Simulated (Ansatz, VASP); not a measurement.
**Cross-check of In3GaAs4 (random alloy of the zinc-blende GaAs-InAs line, x = 0.75) between VASP and Ansatz**

One calculation is typed for both programs; each brings its own data sets. How far apart do they land? Of the first pair: The structure shown is the start of the Ansatz relaxation below; VASP solves that cell, so the two are compared at the walk's first step.

Main program and level: Ansatz 0.2.0; plane waves, with VASP 6.6.1 beside it; PBE.

### Step 1. Starting point

The cell holds 64 atoms: 8 Ga, 32 As and 24 In. Cell: a = 12.160 Å, b = 12.160 Å, c = 12.160 Å, α = 90.0°, β = 90.0°, γ = 90.0°. It derives from GaAs (zinc-blende GaAs-InAs), repeated 2×2×2. Zinc-blende GaAs-InAs: 64 atoms, 24 of 32 Ga sites given to In at random, cell and internal coordinates interpolated linearly between the end members (Vegard's rule); (so at first; earlier steps may have moved the atoms), displaced by a Gaussian of 0.02 A. Lattice constants are starting values near those of PBE.

### Step 2. Ansatz: relaxation, PBE

Ansatz runs on its default PAW (the set named soft_2) files.

The two programs are compared at the cell with which this relaxation starts, whose forces are those of its first step.

input.yaml

```yaml
crystal:
  lattice:
    - [12.16, 0.0, 0.0]
    - [0.0, 12.16, 0.0]
    - [0.0, 0.0, 12.16]
  atoms:
    - { symbol: Ga, position: [0.00267, 0.99899, 0.99913] }
    - { symbol: As, position: [0.12324, 0.12642, 0.12121] }
    - { symbol: In, position: [0.00287, 0.24875, 0.25052] }
    - { symbol: As, position: [0.12459, 0.3774, 0.37161] }
    - { symbol: In, position: [0.24947, 0.99937, 0.25186] }
    - { symbol: As, position: [0.37319, 0.12472, 0.37356] }
    - { symbol: Ga, position: [0.25007, 0.25096, 0.99819] }
    - { symbol: As, position: [0.37688, 0.37648, 0.12583] }
    - { symbol: Ga, position: [0.00148, 0.99888, 0.4998] }
    - { symbol: As, position: [0.12346, 0.12456, 0.62587] }
    - { symbol: In, position: [0.99886, 0.24935, 0.74887] }
    - { symbol: As, position: [0.12361, 0.3739, 0.87498] }
    - { symbol: Ga, position: [0.24816, 0.00039, 0.75273] }
    - { symbol: As, position: [0.37622, 0.12468, 0.87354] }
    - { symbol: In, position: [0.24877, 0.25278, 0.50008] }
    - { symbol: As, position: [0.37395, 0.37531, 0.62845] }
    - { symbol: In, position: [0.0002, 0.50102, 0.00049] }
    - { symbol: As, position: [0.12442, 0.62312, 0.12443] }
    - { symbol: Ga, position: [0.99966, 0.75096, 0.25138] }
    - { symbol: As, position: [0.12653, 0.87547, 0.37646] }
    - { symbol: In, position: [0.24876, 0.50206, 0.25084] }
    - { symbol: As, position: [0.37451, 0.6258, 0.37488] }
    - { symbol: In, position: [0.25186, 0.7525, 0.00359] }
    - { symbol: As, position: [0.3727, 0.87262, 0.12417] }
    - { symbol: In, position: [0.00026, 0.50144, 0.50052] }
    - { symbol: As, position: [0.12167, 0.6245, 0.62636] }
    - { symbol: In, position: [0.00038, 0.75125, 0.74963] }
    - { symbol: As, position: [0.12467, 0.87531, 0.87567] }
    - { symbol: Ga, position: [0.25033, 0.5002, 0.7489] }
    - { symbol: As, position: [0.37562, 0.6252, 0.87686] }
    - { symbol: In, position: [0.25197, 0.7503, 0.49938] }
    - { symbol: As, position: [0.37395, 0.8757, 0.62513] }
    - { symbol: In, position: [0.49943, 7.0e-05, 0.99898] }
    - { symbol: As, position: [0.62615, 0.12426, 0.12701] }
    - { symbol: In, position: [0.50066, 0.25098, 0.2482] }
    - { symbol: As, position: [0.62528, 0.37622, 0.37343] }
    - { symbol: In, position: [0.74956, 5.0e-05, 0.24774] }
    - { symbol: As, position: [0.87552, 0.12639, 0.37359] }
    - { symbol: In, position: [0.75058, 0.24784, 0.99994] }
    - { symbol: As, position: [0.87234, 0.37684, 0.12567] }
    - { symbol: In, position: [0.49996, 0.99873, 0.50209] }
    - { symbol: As, position: [0.62824, 0.12194, 0.62703] }
    - { symbol: In, position: [0.50268, 0.25056, 0.74803] }
    - { symbol: As, position: [0.62642, 0.3747, 0.87401] }
    - { symbol: In, position: [0.74798, 0.00091, 0.7513] }
    - { symbol: As, position: [0.87397, 0.12586, 0.87312] }
    - { symbol: In, position: [0.75132, 0.25008, 0.49969] }
    - { symbol: As, position: [0.87483, 0.37643, 0.62623] }
    - { symbol: Ga, position: [0.50087, 0.50023, 0.00013] }
    - { symbol: As, position: [0.62602, 0.62538, 0.12612] }
    - { symbol: Ga, position: [0.49949, 0.746, 0.25171] }
    - { symbol: As, position: [0.6286, 0.87573, 0.37484] }
    - { symbol: In, position: [0.74978, 0.4998, 0.25003] }
    - { symbol: As, position: [0.87315, 0.62415, 0.37336] }
    - { symbol: In, position: [0.75041, 0.74951, 0.00081] }
    - { symbol: As, position: [0.87471, 0.87662, 0.12535] }
    - { symbol: In, position: [0.5036, 0.49688, 0.49894] }
    - { symbol: As, position: [0.62648, 0.62916, 0.62459] }
    - { symbol: In, position: [0.50007, 0.74963, 0.75219] }
    - { symbol: As, position: [0.62453, 0.87612, 0.87447] }
    - { symbol: In, position: [0.74791, 0.50052, 0.75083] }
    - { symbol: As, position: [0.87713, 0.62482, 0.87398] }
    - { symbol: In, position: [0.75093, 0.7504, 0.50046] }
    - { symbol: As, position: [0.87488, 0.87691, 0.62561] }
kpoints:
  mp_grid: { grid: [1, 1, 1] }
hamiltonian:
  xc: pbe
scf:
  occupations: { method: fermi_dirac, width: 0.025 }
output:
  forces: true
relax:
  f_tol: 0.04
  max_steps: 150
  cell: {}
```

On the command line:

```
$ ansatz run input.yaml --threads 4 --pin off --max-ram 8192MiB --backend cpu --events-out ev --progress --plain --runs-dir out
```

Numbers of over 12 decimals in the logs are rounded to 6 here.

The log of the run:

```text
Engine: ansatz 0.2.0, aarch64-unknown-linux-gnu
Pseudopotentials: kind: paw
Pseudopotential: Ga, paw, valence charge 13, recommended cutoff 420 eV (normal), Ga.paw.azcp
Pseudopotential: As, paw, valence charge 15, recommended cutoff 420 eV (normal), As.paw.azcp
Pseudopotential: In, paw, valence charge 13, recommended cutoff 420 eV (normal), In.paw.azcp
Functional definition: PBE
  parameter kappa = 0.804
  parameter beta = 0.066725
  exchange = pbe_x(kappa = kappa, mu = beta*pi^2/3)
  correlation = pbe_c(beta = beta)
Crystal: 64 atoms, lattice volume = 1798.046 Å³
Basis set: ecut = 420 eV, 35033 PW (Γ), exchange–correlation on 180×180×180 points (8 copies of the dense FFT grid, shifted against one another)
Bands: 538, of which v1, the nominal top of the filled ones, is band 448 counted from 1 (447 counted from 0)
Symmetry: 1 space group operations
Space group: P1 (ITA 1), of the structure as read, at distance tolerance 1.2e-4 Å
k-points: 1
Non-local potential: Ga, projectors of the file, l = 0: 2, l = 1: 2, l = 2: 3, l = 3: 1
Non-local potential: As, projectors of the file, l = 0: 2, l = 1: 2, l = 2: 3, l = 3: 1
Non-local potential: In, projectors of the file, l = 0: 2, l = 1: 2, l = 2: 2, l = 3: 2
PAW form: soft (Blöchl's): semilocal exchange-correlation on the pseudo side does not see the compensation charge
PAW one-centre angular grid: Ga, 590 points (default); XC on 64 Gauss nodes
PAW one-centre angular grid: As, 590 points (default); XC on 64 Gauss nodes
PAW one-centre angular grid: In, 590 points (default); XC on 64 Gauss nodes
Initial density: superposition of atomic densities (neutral atoms: chi_scale 0, normalization atom), corrected by the library's trained network
Initial wavefunctions: pseudopotential atomic-orbital guess
Functional: x = pbe(κ = 0.804, μ = 0.219515), c = pbe(β = 0.066725)
SCF iter   1: F=—  HF=-320018.944340 eV  |F-HF|=—  |Δ(HF+E_count)|=         —  Δρ=1.21e-3  dr2=6.79e-2  ethr=1.77e-3  ⟨swp⟩=6.0  Hψ=1937  notcnv=0  defer=2
preconditioner: auto → LDOS  [metal: Δε(μ)=0.027 eV  Ē_g=13.803 eV  σ=0.025 eV  W_gap=0.25  n_scr=460 (ndim 8)  ℏωp=21.0 eV  f_vac=0.118  D(μ)=49.72/eV (n_scr^D=340)  β→1.0]
SCF iter   2: F=—  HF=-320018.888399 eV  |F-HF|=—  |Δ(HF+E_count)|=   5.59e-2  Δρ=8.07e-4  dr2=1.29e-2  ethr=7.58e-6  ⟨swp⟩=2.0  Hψ=1076  notcnv=0  defer=80
SCF iter   3: F=—  HF=-320018.886336 eV  |F-HF|=—  |Δ(HF+E_count)|=   2.06e-3  Δρ=4.02e-4  dr2=5.24e-3  ethr=1.44e-6  ⟨swp⟩=2.0  Hψ=907  notcnv=0  defer=80
SCF iter   4: F=—  HF=-320018.885255 eV  |F-HF|=—  |Δ(HF+E_count)|=   1.08e-3  Δρ=2.04e-4  dr2=2.37e-3  ethr=5.85e-7  ⟨swp⟩=2.0  Hψ=744  notcnv=0  defer=80
SCF iter   5: F=—  HF=-320018.884942 eV  |F-HF|=—  |Δ(HF+E_count)|=   3.13e-4  Δρ=1.17e-4  dr2=9.88e-4  ethr=2.64e-7  ⟨swp⟩=2.0  Hψ=747  notcnv=0  defer=80
SCF iter   6: F=—  HF=-320018.884740 eV  |F-HF|=—  |Δ(HF+E_count)|=   2.03e-4  Δρ=5.06e-5  dr2=1.97e-4  ethr=1.10e-7  ⟨swp⟩=2.0  Hψ=747  notcnv=0  defer=80
SCF iter   7: F=—  HF=-320018.884709 eV  |F-HF|=—  |Δ(HF+E_count)|=   3.05e-5  Δρ=2.55e-5  dr2=2.70e-5  ethr=2.20e-8  ⟨swp⟩=2.0  Hψ=741  notcnv=0  defer=80
SCF iter   8: F=—  HF=-320018.886437 eV  |F-HF|=—  |Δ(HF+E_count)|=   1.73e-3  Δρ=9.26e-6  dr2=4.73e-6  ethr=3.01e-9  ⟨swp⟩=2.0  Hψ=887  notcnv=0  defer=80
SCF iter   9: F=—  HF=-320018.886437 eV  |F-HF|=—  |Δ(HF+E_count)|=   1.36e-7  Δρ=4.20e-6  dr2=1.81e-6  ethr=5.28e-10  ⟨swp⟩=2.0  Hψ=747  notcnv=0  defer=80
SCF iter  10: F=—  HF=-320018.886437 eV  |F-HF|=—  |Δ(HF+E_count)|=   2.14e-7  Δρ=2.81e-6  dr2=6.89e-7  ethr=2.02e-10  ⟨swp⟩=2.0  Hψ=907  notcnv=0  defer=80
SCF iter  11: F=—  HF=-320018.886437 eV  |F-HF|=—  |Δ(HF+E_count)|=   1.17e-7  Δρ=1.60e-6  dr2=1.47e-7  ethr=7.69e-11  ⟨swp⟩=2.0  Hψ=907  notcnv=0  defer=80
SCF iter  12: F=-320018.886437 eV  HF=-320018.886437 eV  |F-HF|=1.48e-8  |Δ(HF+E_count)|=   2.14e-8  Δρ=7.74e-7  dr2=1.73e-8  ethr=1.12e-11  ⟨swp⟩=4.0  Hψ=1470  notcnv=0
SCF 1 converged in 12 iterations: F = -320018.886437 eV  dr2 = 1.73e-8
  greatest PAW one-centre occupation: 0.999 electrons in one spin orbital (limit 2), on the As atom at site 11 (counted from 0), in its partial waves of l = 2
relax step   1: F+E_penalty+E_count = -320018.88643693 eV  Δ(F+E_penalty+E_count) = +0.000e0 eV  max|allowed force component| = 1.257e0 eV/Å  Δτ_max = 0.0000 Å  P = +1.346 GPa  Ω = 1798.046 Å³  (12 SCF iters, dr2 threshold 1.00e-7 eV, accepted)
Crystal: 64 atoms, lattice volume = 1853.400 Å³
Basis set: ecut = 420 eV, 36241 PW (Γ), exchange–correlation on 180×180×180 points (8 copies of the dense FFT grid, shifted against one another)
Initial density: handed on by an earlier stage of this run
Initial wavefunctions: those handed on with the density
iter 1 solved again at ethr=6.16e-5 eV; its pass at ethr=3.10e-3 eV (dr2=5.52e-1 eV) is discarded
[...]
atom  12  As     0.01103562     0.00071367     0.00750234
  atom  13  Ga    -0.00438597    -0.00585855    -0.00603442
  atom  14  As    -0.00361455     0.00862190     0.00724391
  atom  15  In    -0.00341395    -0.01010443    -0.00267434
  atom  16  As    -0.00272785     0.01077583     0.00958937
  atom  17  In    -0.00176201     0.00208925    -0.00397577
  atom  18  As     0.00093577     0.00112652     0.00105934
  atom  19  Ga    -0.00196310     0.00226102    -0.00187358
  atom  20  As    -0.00806310     0.00194970     0.00162222
  atom  21  In     0.00029197    -0.00262245    -0.00468903
  atom  22  As     0.00821658     0.00353636     0.00302628
  atom  23  In    -0.00370457    -0.00403150    -0.00099323
  atom  24  As     0.00614589     0.00450051     0.00734526
  atom  25  In    -0.00085275    -0.00123153    -0.00193053
  atom  26  As     0.00290091     0.00211728    -0.00438999
  atom  27  In     0.00040814    -0.00104152    -0.00159608
  atom  28  As    -0.00021575     0.01181530     0.00255802
  atom  29  Ga     0.00069525    -0.00351569    -0.00996819
  atom  30  As     0.00169199    -0.00525365    -0.00091186
  atom  31  In    -0.00112336    -0.00378977    -0.00234847
  atom  32  As     0.00155590     0.00566893     0.00257344
  atom  33  In    -0.00009183    -0.00497806    -0.00402626
  atom  34  As    -0.00573353     0.01006653     0.00037729
  atom  35  In     0.00338199    -0.00443188    -0.00427092
[...]
atom  57  In    -0.00172682    -0.00501013    -0.00691955
  atom  58  As    -0.00203351     0.00270433     0.00218065
  atom  59  In     0.00040909    -0.00654258    -0.00497680
  atom  60  As     0.00207409     0.00500565     0.00557949
  atom  61  In    -0.00226012    -0.01029149    -0.00586573
  atom  62  As     0.00111712    -0.00012480     0.00865921
  atom  63  In    -0.00360182    -0.00649136    -0.00995943
  atom  64  As     0.01064489     0.01241077    -0.00087696
  max |Σ_I F_I| component: 3.12e-6 eV/Å
--- Stress (GPa, compression-positive) ---
        0.011525      -0.003986      -0.002941
       -0.003986       0.008842      -0.001312
       -0.002941      -0.001312       0.002487
  P = ⅓ Tr σ = 0.0076 GPa (0.076 kbar)
--- Relaxed structure (5 steps of the walk, 4 accepted, 1 SCFs on fresh bases) ---
  F+E_penalty+E_count = -320021.09430357 eV   max|allowed force component| = 1.241e-2 eV/Å   (the final SCF, on the basis selected at the relaxed cell)
  cell:  # Å, volume = 1823.8921 Å³
    - [12.244199, 0.00353675, -0.023480]
    - [0.00353675, 12.206375, 0.00829407]
    - [-0.023480, 0.00829407, 12.203486]
  atoms:
    - { symbol: Ga, position: [0.00599275, 1.000878, 0.999984] }
    - { symbol: As, position: [0.128001, 0.126715, 0.111372] }
    - { symbol: In, position: [0.00300505, 0.245369, 0.248029] }
    - { symbol: As, position: [0.126965, 0.375276, 0.373351] }
    - { symbol: In, position: [0.246384, 0.998290, 0.248164] }
    - { symbol: As, position: [0.373010, 0.126211, 0.373771] }
    - { symbol: Ga, position: [0.250056, 0.249656, 0.994960] }
    - { symbol: As, position: [0.371938, 0.373882, 0.111120] }
    - { symbol: Ga, position: [0.00223692, 0.996546, 0.499487] }
    - { symbol: As, position: [0.124266, 0.111329, 0.623844] }
    - { symbol: In, position: [1.005761, 0.245843, 0.751752] }
    - { symbol: As, position: [0.136577, 0.375144, 0.874876] }
    - { symbol: Ga, position: [0.245488, 0.00161172, 0.752267] }
    - { symbol: As, position: [0.361336, 0.124239, 0.874424] }
    - { symbol: In, position: [0.247938, 0.247852033455, 0.504003] }
    - { symbol: As, position: [0.367903, 0.382250, 0.630130] }
    - { symbol: In, position: [0.0044645, 0.500262, 0.000279182] }
    - { symbol: As, position: [0.118729, 0.634387, 0.131639] }
    - { symbol: Ga, position: [1.000342, 0.754862, 0.249773] }
    - { symbol: As, position: [0.113943, 0.875067, 0.375083] }
    - { symbol: In, position: [0.252254, 0.501931, 0.245796] }
    - { symbol: As, position: [0.379239, 0.633339, 0.368947] }
    - { symbol: In, position: [0.250026, 0.750077, 0.000256327] }
    - { symbol: As, position: [0.379802, 0.868767, 0.131314] }
    - { symbol: In, position: [0.00282962, 0.502342, 0.500498] }
    - { symbol: As, position: [0.133958, 0.618672, 0.634225] }
    - { symbol: In, position: [0.0048939, 0.753187, 0.750249] }
    - { symbol: As, position: [0.126876, 0.886738, 0.876386] }
    - { symbol: Ga, position: [0.252406, 0.497471, 0.754821] }
    - { symbol: As, position: [0.372824, 0.614072, 0.876655] }
    - { symbol: In, position: [0.248392, 0.751775, 0.501387] }
    - { symbol: As, position: [0.366170, 0.882249, 0.634184] }
    - { symbol: In, position: [0.496060, -0.000106955, 0.999819] }
    - { symbol: As, position: [0.626087, 0.123574, 0.125664] }
    - { symbol: In, position: [0.497897, 0.252136, 0.246136] }
    - { symbol: As, position: [0.625294, 0.375499, 0.375206] }
    - { symbol: In, position: [0.755024, -0.00464307, 0.249876] }
    - { symbol: As, position: [0.882927, 0.117798, 0.381451] }
    - { symbol: In, position: [0.750470, 0.249861, 0.999959] }
    - { symbol: As, position: [0.875645, 0.376102, 0.125760] }
    - { symbol: In, position: [0.497693, 0.997489, 0.500557] }
    - { symbol: As, position: [0.623041, 0.126205, 0.627572] }
    - { symbol: In, position: [0.494321, 0.251706, 0.754107] }
    - { symbol: As, position: [0.617601, 0.381327, 0.882696] }
    - { symbol: In, position: [0.754510, 3.780129291745349e-5, 0.750361] }
    - { symbol: As, position: [0.882584, 0.119702, 0.882765] }
    - { symbol: In, position: [0.752626, 0.247639, 0.500873] }
    - { symbol: As, position: [0.876927, 0.375041, 0.627567] }
    - { symbol: Ga, position: [0.494535, 0.498861, 3.0839617644943065e-5] }
    - { symbol: As, position: [0.610193, 0.624747, 0.122649] }
    - { symbol: Ga, position: [0.499629, 0.747251, 0.247449] }
    - { symbol: As, position: [0.617598, 0.868805, 0.366552] }
    - { symbol: In, position: [0.747670, 0.504574, 0.247706] }
    - { symbol: As, position: [0.882387, 0.632430, 0.366690] }
    - { symbol: In, position: [0.750226, 0.750122, 0.00474515] }
    - { symbol: As, position: [0.889730, 0.876412, 0.122792] }
    - { symbol: In, position: [0.498272, 0.502435, 0.499895] }
    - { symbol: As, position: [0.626051, 0.628878, 0.624085] }
    - { symbol: In, position: [0.495617, 0.748537, 0.752543] }
    - { symbol: As, position: [0.625216, 0.875564, 0.875115] }
    - { symbol: In, position: [0.748219, 0.500088, 0.752589] }
    - { symbol: As, position: [0.876326, 0.627371, 0.875398] }
    - { symbol: In, position: [0.752431, 0.752211, 0.494818] }
    - { symbol: As, position: [0.881643, 0.880167, 0.617951] }
```

In the SCF lines HF is the Harris–Foulkes energy and dr2 the Hartree energy of the density residual, in eV; the loop may stop once dr2 is under the threshold and the program's other checks hold. Hψ counts applications of the Hamiltonian.

(Part 1 of 2 ends here.)

[Lines on the potential files, build, host, timing and source positions are cut from VASP's logs without a mark.]

[Logs are printed without paths, hosts, clocks, repeated set-up lines and the standing remarks that a program may print on its own settings, such as how far it seeks lower states.]

[Hosts, paths, dates, database ids (printed as entryN), source tags and the programs' standing remarks are cut or masked in the printed files.]
